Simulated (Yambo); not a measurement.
# GaAs (F-43m) in Yambo: a series of runs

The runs below take GaAs through G0W0 quasiparticle levels, optical spectrum, with PBE.

All numbers are computed with Yambo 5.3.0; they aren't measurements. Logs are shortened: lines on timing, memory, paths and dates and some standing lists are left out, and cuts for length are marked.

**The experiment to reproduce.**

“Evidence of valence band perturbations in GaAsN/GaAs(001): A combined variable-angle spectroscopic ellipsometry and modulated photoreflectance investigation”, 2008, arxiv:0805.2212 reports, for a bulk crystal of GaAs at 300 K: band gap 1.418 ± 0.005 eV (direct).

How close the calculation comes is told below.

**1. The crystal as given**

It takes space group F-43m (No. 216, cubic). Conventional cell: a = 5.654 Å, b = 5.654 Å, c = 5.654 Å, α = 90.00°, β = 90.00°, γ = 90.00°. As (site symmetry -43m) has 4 Ga at 2.45 Å as nearest neighbours. Ga (site symmetry -43m) is surrounded by 4 As at 2.45 Å.

**2. G0W0 quasiparticle levels, PBE, non-collinear spin, zero start, spin-orbit coupling**

Input file g0w05.in:

```
gw0
dyson
el_el_corr
HF_and_locXC
ppa
em1d
EXXRLvcs= 84 Ry
VXCRLvcs= 84 Ry
Chimod= "HARTREE"
% BndsRnXp
 1 | 228 |
%
NGsBlkXp= 6 Ry
% LongDrXp
 1 | 1 | 1 |
%
PPAPntXp= 27.21138 eV
% GbndRnge
 1 | 228 |
%
GTermKind= "BG"
DysSolver= "n"
ExtendOut
% QPkrange
 1 | 1 | 25 | 30 |
%
```

Input file scf.in:

```
&CONTROL
  calculation = 'scf'
  prefix = 'pwscf'
  outdir = './tmp'
  pseudo_dir = './pseudo'
/
&SYSTEM
  ibrav = 0
  nat = 2
  ntyp = 2
  ecutwfc = 84
  nbnd = 42
  occupations = 'smearing'
  smearing = 'fd'
  degauss = 0.00367493
  noncolin = .true.
  lspinorb = .true.
  force_symmorphic = .true.
/
&ELECTRONS
  conv_thr = 4d-10
  electron_maxstep = 120
  mixing_beta = 0.5
/
ATOMIC_SPECIES
As    74.9216 As.upf
Ga    69.7230 Ga.upf
CELL_PARAMETERS angstrom
   0.0000000000    2.8268500000    2.8268500000
   2.8268500000    0.0000000000    2.8268500000
   2.8268500000    2.8268500000    0.0000000000
ATOMIC_POSITIONS crystal
As     0.7500000000    0.7500000000    0.7500000000
Ga     0.0000000000    0.0000000000    0.0000000000
K_POINTS automatic
8 8 8 0 0 0
```

Input file nscf.in:

```
&CONTROL
  calculation = 'nscf'
  prefix = 'pwscf'
  outdir = './tmp'
  pseudo_dir = './pseudo'
/
&SYSTEM
  ibrav = 0
  nat = 2
  ntyp = 2
  ecutwfc = 84
  nbnd = 228
  occupations = 'fixed'
  noncolin = .true.
  lspinorb = .true.
  force_symmorphic = .true.
/
&ELECTRONS
  conv_thr = 1d-08
  diago_full_acc = .true.
  diago_thr_init = 1d-06
/
ATOMIC_SPECIES
As    74.9216 As.upf
Ga    69.7230 Ga.upf
CELL_PARAMETERS angstrom
   0.0000000000    2.8268500000    2.8268500000
   2.8268500000    0.0000000000    2.8268500000
   2.8268500000    2.8268500000    0.0000000000
ATOMIC_POSITIONS crystal
As     0.7500000000    0.7500000000    0.7500000000
Ga     0.0000000000    0.0000000000    0.0000000000
K_POINTS automatic
4 4 4 0 0 0
```

Potentials or basis: PseudoDojo 0.4 FR PBE standard.

Launch:

```
OMP_NUM_THREADS=1 pw.x -in scf.in > scf.out
OMP_NUM_THREADS=1 pw.x -in nscf.in > nscf.out
cd tmp/pwscf.save; p2y; mv SAVE ../..; cd ../..
OMP_NUM_THREADS=1 yambo
OMP_NUM_THREADS=1 yambo -F g0w05.in -J g0w05 -C g0w05_out
```

Yambo's report:

```text
[... sections 02.01 to 02.04 as in the set-up run ...]

[... 5 lines left out ...]
  [X] Bosonic    Temperature                        :  0.000000  0.000000 [eV K]
  [X] Finite Temperature mode                       : no
  [X] El. density                                   :  0.61975E+24 [cm-3]
  [X] Fermi Level                                   :  8.914666 [eV]

  [X] === Gaps and Widths ===
  [X] Conduction Band Min                           :  0.408087 [eV]
  [X] Valence Band Max                              :  0.000000 [eV]
  [X] Filled Bands                                  :  28
  [X] Empty Bands                                   :   29  228
  [X] Direct Gap                                    :  0.408087 [eV]
  [X] Direct Gap localized at k                     :  1
  [X] Indirect Gap                                  :  0.408087 [eV]
  [X] Indirect Gap between kpts                     :  1  1
  [X] Last valence band width                       :  3.425387 [eV]
  [X] 1st conduction band width                     :  3.994388 [eV]

 [03] Transferred momenta grid and indexing
 ==========================================

 IBZ Q-points                                      :   8
 BZ  Q-points                                      :   64

 K/Q-points units:
 rlu = crystal or reduced units; cc = cartesian coordinates; iku = interal k-units

 Q [1]          [rlu]:  0.000000  0.000000  0.000000
 Q [2]          [rlu]: -0.91587E-18 -0.91587E-18  0.25000
 Q [3]          [rlu]:  0.18317E-17  0.18317E-17 -0.50000
 Q [4]          [rlu]: -0.26116E-17  0.25000      0.25000
 Q [5]          [rlu]:  0.71282E-16  0.25000      0.50000
 Q [6]          [rlu]:  0.18317E-17  0.25000     -0.25000
 Q [7]          [rlu]:  0.52231E-17 -0.50000     -0.50000
 Q [8]          [rlu]:  0.250000 -0.500000 -0.250000

 [04] Dipoles
 ============

  [04.01] Setup: observables and procedures
  =========================================

  [WARNING] [x,Vnl] slows the Dipoles computation. To neglect it rename the ns.kb_pp file
  [WF-Oscillators/G space/Transverse up loader] Normalization (few states)  min/max  :  0.24533E-17   1.0000

  [WR./g0w05//ndb.dipoles]--------------------------------------------------------
   Brillouin Zone Q/K grids (IBZ/BZ)                :    8   64    8   64
   RL vectors                                       :   4909 [WF]
   Fragmentation                                    : yes
   Electronic Temperature                           :  0.000000 [K]
   Bosonic    Temperature                           :  0.000000 [K]
   DIP band range                                   :    1  228
   DIP band range limits                            :  28  29
   DIP e/h energy range                             : -1.000000 -1.000000 [eV]
   RL vectors in the sum                            :   4909
   [r,Vnl] included                                 : yes
   Bands ordered                                    : yes
   Direct v evaluation                              : no
   Approach used                                    : G-space v
   Dipoles computed                                 : R V P [G-space]
   Wavefunctions                                    : Perdew, Burke & Ernzerhof(X)+Perdew, Burke & Ernzerhof(C)

 [05] Dynamic Dielectric Matrix (PPA)
 ====================================

 [WR./g0w05//ndb.pp]-------------------------------------------------------------
  Brillouin Zone Q/K grids (IBZ/BZ)                :    8   64    8   64
  RL vectors                                       :   4909 [WF]
  Coulomb cutoff potential                         : none
  Fragmentation                                    : yes
  Electronic Temperature                           :  0.000000 [K]
  Bosonic    Temperature                           :  0.000000 [K]
  PPA    diel. fun.  energies                      : Perdew, Burke & Ernzerhof(X)+Perdew, Burke & Ernzerhof(C)
  wavefunctions                                    : Perdew, Burke & Ernzerhof(X)+Perdew, Burke & Ernzerhof(C)
  Global Gauge                                     : length
  X matrix size                                    :   89
  X band range                                     :    1  228
  X e/h energy range                               : -1.000000 -1.000000 [eV]
  X Time ordering                                  : R
  X Hxc Kernel                                     : HARTREE
  X Drude frequency                                :  0.000000  0.000000
  X poles                                          :  100.0000 [o/o]
  RL vectors in the sum                            :   4909
  [r,Vnl] included                                 : yes
  Field direction                                  :  0.577350E-5  0.577350E-5  0.577350E-5
  BZ energy Double Grid                            : no
  BZ energy DbGd points                            : 0
  BZ Q point size factor                           : -1.000000
  X Optical Averaged directions                    : none
 [X-CG] R(p) Tot o/o(of R):    18910   358400      100
 [WR./g0w05//ndb.pp_fragment_1]--------------------------------------------------
  PPA Im  energy                                   :  27.21138 eV
 [X-CG] R(p) Tot o/o(of R):    38328   358400      100
 [WR./g0w05//ndb.pp_fragment_2]--------------------------------------------------
  PPA Im  energy                                   :  27.21138 eV
 [X-CG] R(p) Tot o/o(of R):    27792   358400      100
 [X-CG] R(p) Tot o/o(of R):    34244   358400      100
 [X-CG] R(p) Tot o/o(of R):    45369   358400      100
 [X-CG] R(p) Tot o/o(of R):    36512   358400      100
 [X-CG] R(p) Tot o/o(of R):    27141   358400      100
 [X-CG] R(p) Tot o/o(of R):    33823   358400      100

 [06] Local Exchange-Correlation + Non-Local Fock
 ================================================

 [VXC] Plane waves :   3943
 [EXS] Plane waves :   3943

 QP @ state[ 1 ] K range:  1  1
 QP @ state[ 1 ] b range:  25  30

 [xc] Functional : Perdew, Burke & Ernzerhof(X)+Perdew, Burke & Ernzerhof(C)
 [xc] LIBXC used to calculate xc functional
  PP Number of Atomic Species                      :  2
  NLCC RL compoments                               :   31775
  PP Number of Atomic Species                      :  2
  NLCC RL compoments                               :   31775
 [WR./g0w05//ndb.HF_and_locXC]---------------------------------------------------
  Brillouin Zone Q/K grids (IBZ/BZ)                :    8   64    8   64
  RL vectors                                       :   4909 [WF]
  Fragmentation                                    : no
  Electronic Temperature                           :  0.000000 [K]
  Bosonic    Temperature                           :  0.000000 [K]
  Green`s function   wavefunctions                 : Perdew, Burke & Ernzerhof(X)+Perdew, Burke & Ernzerhof(C)
  Total number of QP states                        :   6
  Exchange RL vectors                              :   3943
  Exchange summation bands                         :  28
  RIM RL components                                : 0
  RIM random points                                : 0

 [xc] E_xc :  -20.21758 [Ha]
      E_xc :  -40.43515 [Ry]

  Local XC kind (lXC) : Perdew, Burke & Ernzerhof(X)+Perdew, Burke & Ernzerhof(C)
  Non-Local XC kind (nlXC) : Hartree-Fock

  Corrections @ K [1] :  [eV]
 <25|nlXC|25> = -15.28572  0.36919E-17 <25|lXC|25> = -13.21966  0.23602E-16
 <26|nlXC|26> = -15.28572 -0.32832E-17 <26|lXC|26> = -13.21966  0.70799E-16
 <27|nlXC|27> = -15.28572  0.52623E-17 <27|lXC|27> = -13.21966  0.94408E-16
 <28|nlXC|28> = -15.28572 -0.17481E-18 <28|lXC|28> = -13.21966 -0.89962E-20
 <29|nlXC|29> = -10.26636 -0.74803E-17 <29|lXC|29> = -14.00337  0.18895E-15
 <30|nlXC|30> = -10.26636  0.56792E-17 <30|lXC|30> = -14.00337  0.18879E-15

 [07] Dyson equation: Newton solver
 ==================================

 [WARNING] Response block size in GW reduced to 89      RL (3285    mHa)

  [07.01] G0W0 (W PPA)
  ====================

  [  GW  ] Bands range     :    1  228
  [GW/PPA] G damping       :  0.100000 [eV]

  QP @ state[ 1 ] K range:  1  1
  QP @ state[ 1 ] b range:  25  30

   Current Q-pt index             :  1
   :: PP condition fails/total    :  0.410807
   :: Time ordering fails/rest    :  0.502250
   :: Mean rel dev of PP cond     :  0.411052
   Current Q-pt index             :  2
   :: PP condition fails/total    :  0.402222
   :: Time ordering fails/rest    :  0.500528
   :: Mean rel dev of PP cond     :  0.402430
   Current Q-pt index             :  3
   :: PP condition fails/total    :  0.408787
   :: Time ordering fails/rest    :  0.500534
   :: Mean rel dev of PP cond     :  0.408953
   Current Q-pt index             :   4
   :: PP condition fails/total    :  0.404242
   :: Time ordering fails/rest    :  0.500106
   :: Mean rel dev of PP cond     :  0.404447
   Current Q-pt index             :   5
   :: PP condition fails/total    :  0.407777
   :: Time ordering fails/rest    :  0.501172
   :: Mean rel dev of PP cond     :  0.407952
   Current Q-pt index             :   6
   :: PP condition fails/total    :  0.412069
   :: Time ordering fails/rest    :  0.500107
   :: Mean rel dev of PP cond     :  0.412250
   Current Q-pt index             :   7
   :: PP condition fails/total    :  0.431511
   :: Time ordering fails/rest    :  0.501221
   :: Mean rel dev of PP cond     :  0.431664
   Current Q-pt index             :   8
   :: PP condition fails/total    :  0.408534
   :: Time ordering fails/rest    :  0.500961
   :: Mean rel dev of PP cond     :  0.408705

  [07.02] QP properties and I/O
  =============================

  Legend (energies in eV)
  - B  : Band       - Eo  : bare energy
  - E  : QP energy  - Z   : Renormalization factor
  - So : Sc(Eo)     - S   : Sc(E)
  - dSp: Sc derivative precision

  - lXC: Local XC (Perdew, Burke & Ernzerhof(X)+Perdew, Burke & Ernzerhof(C))
  -nlXC: non-Local XC (Hartree-Fock)

  QP [eV] @ K [1] (iku):  0.000000  0.000000  0.000000
   B=25 Eo= -0.00 E= -0.73 E-Eo= -0.73 Re(Z)=0.80 Im(Z)=-0.127281E-2 nlXC= -15.2857 lXC= -13.2197 So=  1.16276
   B=26 Eo= -0.00 E= -0.72 E-Eo= -0.72 Re(Z)=0.80 Im(Z)=-0.127284E-2 nlXC= -15.2857 lXC= -13.2197 So=  1.16403
   B=27 Eo= -0.00 E= -0.72 E-Eo= -0.72 Re(Z)=0.80 Im(Z)=-0.127278E-2 nlXC= -15.2857 lXC= -13.2197 So=  1.16551
   B=28 Eo=  0.00 E= -0.73 E-Eo= -0.73 Re(Z)=0.80 Im(Z)=-0.127283E-2 nlXC= -15.2857 lXC= -13.2197 So=  1.16369
   B=29 Eo=  0.41 E=  0.48 E-Eo=  0.07 Re(Z)=0.80 Im(Z)=-0.126621E-2 nlXC= -10.2664 lXC= -14.0034 So= -3.65070
   B=30 Eo=  0.41 E=  0.48 E-Eo=  0.07 Re(Z)=0.80 Im(Z)=-0.126621E-2 nlXC= -10.2664 lXC= -14.0034 So= -3.65070

  [WR./g0w05//ndb.QP]-------------------------------------------------------------
   Lattice constants                                :  5.341972  5.341972  5.341972
   Coulomb cutoff potential                         : none
   Electronic Temperature                           :  0.000000 [K]
   Bosonic    Temperature                           :  0.000000 [K]
   Green`s function   energies                      : Perdew, Burke & Ernzerhof(X)+Perdew, Burke & Ernzerhof(C)
   wavefunctions                                    : Perdew, Burke & Ernzerhof(X)+Perdew, Burke & Ernzerhof(C)
   PPA    diel. fun.  energies                      : Perdew, Burke & Ernzerhof(X)+Perdew, Burke & Ernzerhof(C)
   wavefunctions                                    : Perdew, Burke & Ernzerhof(X)+Perdew, Burke & Ernzerhof(C)
   QP tot states                                    :   6
   GW solver                                        : Newton
   GW approximation                                 : PPA
   PPA imaginary Energy                             :  27.21138 ev
   dS/dw steps                                      :  2
   dS/dw step                                       :  0.100000 ev
   X G`s                                            :   89 used
   X G`s                                            :   89 disk
   X bands                                          :    1  228
   X poles                                          :  100.0000 o/o
   X e/h E range                                    : -1.000000 -1.000000 ev
   X Hxc Kernel                                     : HARTREE
   X BZ energy Double Grid                          : no
   X Optical Averaged directions                    : none
   Sc/G bands                                       :    1  228
   Sc/G damping                                     :  0.100000 ev
   Sc bands terminator                              : yes
   Sc terminator kind                               : BG
   Sc Terminator pole                               :  40.81708
   Sx RL components                                 :   3943

   QP @ state[ 1 ] K range                          :  1  1
   QP @ state[ 1 ] b range                          :  25  30
   GF energies kind                                 : Perdew, Burke & Ernzerhof(X)+Perdew, Burke & Ernzerhof(C)
   GF WF`s kind                                     : Perdew, Burke & Ernzerhof(X)+Perdew, Burke & Ernzerhof(C)
   Xs energies kind                                 : Perdew, Burke & Ernzerhof(X)+Perdew, Burke & Ernzerhof(C)
   Xs WF`s kind                                     : Perdew, Burke & Ernzerhof(X)+Perdew, Burke & Ernzerhof(C)
```

Run time: 19 min. Hardware: 1 thread of Arm Neoverse V2, shared host; peak memory 1 GiB.

What came out:

```yaml
Band_gap_on_the_k_mesh_mean-field_level: 0.41 eV, direct
Quasiparticle_gap: 1.20 eV
Least_direct_quasiparticle_gap: 1.20 eV
Quasiparticle_gap_at_Γ: 1.20 eV
Band_gap_of_the_same_states_before_the_correction: 0.41 eV
```

Quasiparticle terms (eV):
| k point | band | Kohn-Sham level | Vxc | Σx | Σc | Z | result |
| --- | --- | --- | --- | --- | --- | --- | --- |
| (0.000, 0.000, 0.000) | 25 | 0.00 | -13.22 | -15.29 | 1.16 | 0.80 | -0.73 |
| (0.000, 0.000, 0.000) | 26 | 0.00 | -13.22 | -15.29 | 1.16 | 0.80 | -0.72 |
| (0.000, 0.000, 0.000) | 27 | 0.00 | -13.22 | -15.29 | 1.17 | 0.80 | -0.72 |
| (0.000, 0.000, 0.000) | 28 | 0.00 | -13.22 | -15.29 | 1.16 | 0.80 | -0.73 |
| (0.000, 0.000, 0.000) | 29 | 0.41 | -14.00 | -10.27 | -3.65 | 0.80 | 0.48 |
| (0.000, 0.000, 0.000) | 30 | 0.41 | -14.00 | -10.27 | -3.65 | 0.80 | 0.48 |

Caveat: the k mesh is coarse (spacing up to 0.48 Å⁻¹), so the values aren't converged; the potentials hold a filled d shell without the s and p states of that shell, which can shift GW gaps by tenths of an eV, either way; the optical matrix elements of this version leave out the spin-flip part of the nonlocal potential, a small error; this version prints the column dSc/dw multiplied by 27.2; the terminator is approximate in this version, by hundredths of an eV. A k mesh can miss the band edges.

(Continued in part 2 of 3.)
